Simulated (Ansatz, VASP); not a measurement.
**One calculation of Mg, two programs**

INCAR

```
SYSTEM = Mg
ALGO     = Normal         ! electronic algorithm
EDIFF    = 1E-7           ! SCF threshold, eV
ENCUT    = 520            ! plane-wave cutoff, eV
GGA      = CA             ! functional
ISIF     = 2              ! what is computed and relaxed
ISMEAR   = 0              ! smearing method
LASPH    = .True.         ! aspherical terms in the spheres
LCHARG   = .False.        ! write CHGCAR
LREAL    = .False.        ! projectors in reciprocal space
LWAVE    = .False.        ! write WAVECAR
NBANDS   = 9              ! bands
NELM     = 80             ! most SCF steps
PREC     = Accurate       ! precision mode
SIGMA    = 0.2            ! smearing width, eV
```

The input KPOINTS:

```
k-points
0
Gamma
  12 12 6
  0 0 0
```

File POSCAR:

```
Mg
1.0
    3.1325008903      0.0000000000      0.0000000000
   -1.5662504451      2.7128253484      0.0000000000
    0.0000000000      0.0000000000      5.0848940941
Mg
2
Direct
    0.3333333333      0.6666666667      0.2500000000
    0.6666666667      0.3333333333      0.7500000000
```

Input for Ansatz:

```yaml
crystal:
  lattice:
    - [3.1325008903, 0.0, 0.0]
    - [-1.5662504451, 2.7128253484, 0.0]
    - [0.0, 0.0, 5.0848940941]
  atoms:
    - { symbol: Mg, position: [0.3333333333, 0.6666666667, 0.25] }
    - { symbol: Mg, position: [0.6666666667, 0.3333333333, 0.75] }
hamiltonian:
  xc: lda
  pseudopotentials:
    kind: paw
    azcp:
      Mg: "pseudopotentials/Mg.paw.azcp"
basis:
  ecutwfc: 420
  fft_grid_basis: typed
kpoints:
  mp_grid: { grid: [12, 12, 6], shift: [0, 0, 0] }
magnetization:
  spin_polarized: false
scf:
  occupations: { method: gaussian, width: 0.2 }
  lower_state_search: "off"
output:
  stress: true
```

Alike in both runs: task single point; functional LDA; k mesh 12 × 12 × 6; occupations gaussian, width 0.2 eV; no spin polarisation.

```csv
,VASP,Ansatz
version,VASP 6.6.1,Ansatz 0.2.0
potentials or method,"VASP PAW LDA potentials, release 64 (Mg)","plane waves (420 eV) with PAW, scalar-relativistic"
plane-wave cutoff (eV),520,420
valence electrons in the cell,4,20
```

|  | VASP | Ansatz | Ansatz less VASP |
| --- | --- | --- | --- |
| pressure (GPa) | -0.3 | 0.0 | +0.33 |
| largest component of the traceless stress (GPa) | 0.43 | 0.43 | 0.000 |

The two sets of potentials don't hold the same shells in valence. Ansatz warned: «pseudo_functional_mismatch».
